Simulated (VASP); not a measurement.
# C in VASP: a series of runs

Runs on C. Level: PBE+D3(BJ). Tasks: single point.

All numbers are computed with VASP 6.6.1; they aren't measurements. Logs are shortened: lines on timing, memory, paths and dates and some standing lists are left out, and cuts for length are marked.

### 1 The slab as given

The cell holds a slab with vacuum, 2 atoms: a = 2.465 Å, b = 2.465 Å, c = 26.000 Å, α = 90.00°, β = 90.00°, γ = 120.00°.

The slab is cut from a database's or a generator's crystal, which needn't be the stable form of the element.

### 2 Single point, PBE+D3(BJ)

INCAR reads:

```
ALGO = Fast ; DIPOL = 0.5 0.5 0.500
EDIFF = 1E-6 ; ENCUT = 520
GGA = PE ; IDIPOL = 3
ISIF = 2 ; ISMEAR = 0
IVDW = 12 ; LASPH = True
LCHARG = False ; LDIPOL = True
LREAL = False ; LWAVE = False
NBANDS = 11 ; NELM = 80
PREC = Accurate ; SIGMA = 0.1
```

KPOINTS reads:

```
k-points
0
Gamma
  9 9 1
```

POSCAR reads:

```
C
1.0
    2.4649634493      0.0000000000      0.0000000000
   -1.2324817246      2.1347209665      0.0000000000
    0.0000000000      0.0000000000     26.0000003144
C
2
Direct
    0.0000000000      0.0000000000      0.5000000030
    0.6666666667      0.3333333333      0.4999999970
```

Potentials or basis: VASP PAW PBE potentials, release 64 (C).

The run is started by

```sh
$ cat potpaw_PBE.64/C/POTCAR > POTCAR
$ mpirun -np 1 vasp_std > vasp.out
```

OUTCAR:

```text
EDIFF = 1E-6
   ENCUT = 520
   GGA = PE
   ISIF = 2
   ISMEAR = 0
   IVDW = 12
   LASPH = True
   LREAL = False
   NELM = 80
   PREC = Accurate
 IVDW          = 12

 ion  position               nearest neighbor table
   1  0.000  0.000  0.500-   2 1.42   2 1.42   2 1.42
   2  0.667  0.333  0.500-   1 1.42   1 1.42   1 1.42

  LATTYP: Found a hexagonal cell.
 ALAT       =     2.4649634493
 C/A-ratio  =    10.5478238721

  Lattice vectors:

 A1 = (   2.4649634493,   0.0000000000,   0.0000000000)
 A2 = (  -1.2324817246,   2.1347209665,   0.0000000000)
 A3 = (   0.0000000000,   0.0000000000,  26.0000003144)

Analysis of symmetry for initial positions (statically):
=====================================================================
 Subroutine PRICEL returns:
 Original cell was already a primitive cell.

 Routine SETGRP: Setting up the symmetry group for a
 hexagonal supercell.

 Subroutine GETGRP returns: Found 24 space group operations
 (whereof 12 operations were pure point group operations)
 out of a pool of 24 trial point group operations.

The static configuration has the point symmetry D_3h.
 The point group associated with its full space group is D_6h.

Analysis of symmetry for dynamics (positions and initial velocities):
=====================================================================
 Subroutine PRICEL returns:
 Original cell was already a primitive cell.

 Routine SETGRP: Setting up the symmetry group for a
 hexagonal supercell.

 Subroutine GETGRP returns: Found 24 space group operations
 (whereof 12 operations were pure point group operations)
 out of a pool of 24 trial point group operations.

The dynamic configuration has the point symmetry D_3h.
 The point group associated with its full space group is D_6h.

 Subroutine INISYM returns: Found 24 space group operations
 (whereof 12 operations are pure point group operations),
 and found     1 'primitive' translations

----------------------------------------------------------------------------------------

                                     Primitive cell

  volume of cell :     136.8122

  direct lattice vectors                    reciprocal lattice vectors
     2.464963449  0.000000000  0.000000000     0.405685529  0.234222649  0.000000000
    -1.232481725  2.134720967  0.000000000     0.000000000  0.468445298  0.000000000
     0.000000000  0.000000000 26.000000314     0.000000000  0.000000000  0.038461538

  length of vectors
     2.464963449  2.464963449 26.000000314     0.468445298  0.468445298  0.038461538

  position of ions in fractional coordinates (direct lattice)
     0.000000000  0.000000000  0.500000003
     0.666666667  0.333333333  0.499999997

  ion indices of the primitive-cell ions
   primitive index   ion index
[... 82 lines left out ...]
  volume/ion in A,a.u.               =      68.41       461.63
  Fermi-wavevector in a.u.,A,eV,Ry     =   0.635423  1.200776  5.493527  0.403763
  Thomas-Fermi vector in A             =   1.699752
   LORBIT       =      0    0 simple, 1 ext, 2 COOP (PROOUT), +10 PAW based schemes
   GGA     = PE    functional components
   LHFCALC =     F    Hartree Fock is set to
   AEXX    =    0.0000 exact exchange contribution
   IVDW    =    12    specifies the selected vdW correction
   LEPSILON=     F    determine dielectric tensor
   LRPA    =     F    only Hartree local field effects (RPA)
 non-spin polarized calculation
 RMM-DIIS sequential band-by-band and
 Gauss-broadening in eV      SIGMA  =   0.10
  energy-cutoff  :      520.00
  volume of cell :      136.81
 maximum number of plane-waves:      3740
   NGX =  9   NGY =  9   NGZ = 97

 dipolmoment           0.000000      0.000000      0.000000 electrons x Angstroem

 number of electron       7.9999997 magnetization

 dipolmoment           0.000000      0.000000     -0.000000 electrons x Angstroem

 Free energy of the ion-electron system (eV)
  ---------------------------------------------------
  ext. energy  EPLUGINS =         0.00000000
  ---------------------------------------------------
  free energy    TOTEN  =       -18.43732640 eV

  energy without entropy =      -18.43454028  energy(sigma->0) =      -18.43593334

 E-fermi :  -3.0853     XC(G=0):  -1.7114

 val. band max:       -3.0853392417   @ k =   0.3333   0.3333   0.0000
 cond. band min:      -3.0853392398   @ k =   0.3333   0.3333   0.0000
 fundamental gap:      0.0000000019
 Fermi energy:        -3.0853392409

 k-point     1 :       0.0000    0.0000    0.0000
  band No.  band energies     occupation
      1     -22.6179      2.00000
      2     -10.7110      2.00000
      3      -6.1310      2.00000
      4      -6.1310      2.00000
      5       0.1679      0.00000
      6       0.9300      0.00000
      7       1.1469      0.00000
      8       1.5910      0.00000
      9       1.9635      0.00000
     10       5.2248      0.00000
     11       5.2282      0.00000
[... 141 lines left out ...]
 k-point    12 :       0.3333    0.3333    0.0000
  band No.  band energies     occupation
      1     -15.6896      2.00000
      2     -15.6896      2.00000
      3     -13.6539      2.00000
      4      -3.0853      1.00000
      5      -3.0853      1.00000
      6       7.5259      0.00000
      7       9.7988      0.00000
      8       9.7988      0.00000
      9      10.4035      0.00000
     10      11.9544      0.00000
     11      12.0623      0.00000

------------------------ aborting loop because EDIFF is reached ----------------------------------------

 vacuum level on the upper side and lower side of the slab       (xc-potential included)        -0.009        -0.009

 Edisp (eV)   -0.17719

 E8    (eV) :    -0.0555

  FORCE on cell =-STRESS in cart. coord.  units (eV):
  Direction    XX          YY          ZZ          XY          YZ          ZX
  --------------------------------------------------------------------------------------
  -------------------------------------------------------------------------------------
  Total       0.13964     0.13964    -0.00878     0.00000     0.00000     0.00000
  in kB       1.63532     1.63532    -0.10279     0.00000     0.00000     0.00000
  external pressure =        1.06 kB  Pullay stress =        0.00 kB

 VOLUME and BASIS-vectors are now :
 -----------------------------------------------------------------------------
  energy-cutoff  :      520.00
  volume of cell :      136.81
      direct lattice vectors                 reciprocal lattice vectors
     2.464963449  0.000000000  0.000000000     0.405685529  0.234222649  0.000000000
    -1.232481725  2.134720967  0.000000000     0.000000000  0.468445298  0.000000000
     0.000000000  0.000000000 26.000000314     0.000000000  0.000000000  0.038461538

 POSITION                                       TOTAL-FORCE (eV/Angst)
 -----------------------------------------------------------------------------------
      0.00000      0.00000     13.00000        -0.000000      0.000000      0.000000
      1.23248      0.71157     13.00000         0.000000      0.000000      0.000000
 -----------------------------------------------------------------------------------
    total drift:                               -0.000000      0.000000      0.000000

  FREE ENERGIE OF THE ION-ELECTRON SYSTEM (eV)
  ---------------------------------------------------
  free  energy   TOTEN  =       -18.6145117073 eV

  energy  without entropy=      -18.6117255859  energy(sigma->0) =      -18.61311865

 vacuum level on the upper side and lower side of the slab         1.147         1.147
```

OSZICAR:

```text
N       E                     dE             d eps       ncg     rms          rms(c)
DAV:   1     0.547388403168E+02    0.54739E+02   -0.30878E+03   288   0.498E+02
DAV:   2    -0.142131327336E+02   -0.68952E+02   -0.57975E+02   418   0.106E+02
DAV:   3    -0.196538543397E+02   -0.54407E+01   -0.54353E+01   361   0.406E+01
[... 11 lines left out ...]
RMM:  15    -0.184372349049E+02   -0.44848E-04   -0.79002E-06   389   0.142E-02    0.651E-03
RMM:  16    -0.184373140241E+02   -0.79119E-04   -0.96442E-06   410   0.161E-02    0.853E-03
RMM:  17    -0.184373157856E+02   -0.17614E-05   -0.79632E-07   364   0.532E-03    0.497E-03
RMM:  18    -0.184373256620E+02   -0.98765E-05   -0.29016E-06   395   0.911E-03    0.365E-03
RMM:  19    -0.184373264017E+02   -0.73967E-06   -0.45190E-07   352   0.369E-03
   1 F= -.18614512E+02 E0= -.18613119E+02  d E =-.278612E-02
```

stdout:

```text
POSCAR found type information on POSCAR C
 POSCAR found :  1 types and       2 ions
 scaLAPACK will be used
 LDA part: xc-table for (Slater+PW92), standard interpolation
 POSCAR, INCAR and KPOINTS ok, starting setup
 FFT: planning ... GRIDC
 FFT: planning ... GRID_SOFT
 FFT: planning ... GRID
 WAVECAR not read
 entering main loop
```

It took 28 s on 1 thread of Intel Xeon Platinum 8259CL at 2.50GHz (Skylake/Cascade Lake), shared host; peak memory 0.22 GiB.

What came out:

| Quantity | Value |
| --- | --- |
| Free energy | -18.6145 eV |
| Band gap on the k mesh | none (metal or under the smearing width) |
| Dispersion energy per atom | -0.089 eV |

Levels at points of the mesh, in eV from the Fermi level:
| k point | band 1 | band 2 | band 3 | band 4 | band 5 | band 6 | band 7 | band 8 |
| --- | --- | --- | --- | --- | --- | --- | --- | --- |
| (0.00, 0.00, 0.00) | -19.53 | -7.63 | -3.05 | -3.05 | 3.25 | 4.02 | 4.23 | 4.68 |

### 3 Single point, PBE+D3(BJ)

INCAR reads:

```
PREC = Accurate
ENCUT = 520
EDIFF = 1E-6
ISMEAR = 0
SIGMA = 0.1
LREAL = F
LASPH = T
NELM = 80
ALGO = Normal
ISIF = 2
LWAVE = F
LCHARG = F
LDIPOL = T
IDIPOL = 3
DIPOL = 0.5 0.5 0.500
GGA = PE
IVDW = 12
NBANDS = 11
```

KPOINTS reads:

```
regular mesh
0
Gamma
  21 21 1
```

POSCAR reads:

```
C
1.0
    2.4657066092      0.0000000000      0.0000000000
   -1.2328533046      2.1353645619      0.0000000000
    0.0000000000      0.0000000000     26.0000003142
C
2
Direct
    0.0000000000      0.0000000000      0.5000000000
    0.6666666667      0.3333333333      0.5000000000
```

Potentials or basis: VASP PAW PBE potentials, release 64 (C).

The run is started by

```sh
$ cat potpaw_PBE.64/C/POTCAR > POTCAR
$ mpirun -np 1 vasp_std > vasp.out
```

Wall time 71 s (1 thread of Intel Xeon 6975P-C (Granite Rapids), shared host); peak memory 0.26 GiB.

It converged, with:

```
Free energy                : -18.6282 eV
Band gap on the k mesh     : none (metal or under the smearing width)
Dispersion energy per atom : -0.089 eV
```

Levels at points of the mesh, in eV from the Fermi level:
```
           k point  band 1  band 2  band 3  band 4  band 5  band 6  band 7  band 8
(0.00, 0.00, 0.00)  -19.53   -7.62   -3.05   -3.05    3.26    4.03    4.30    4.76
```
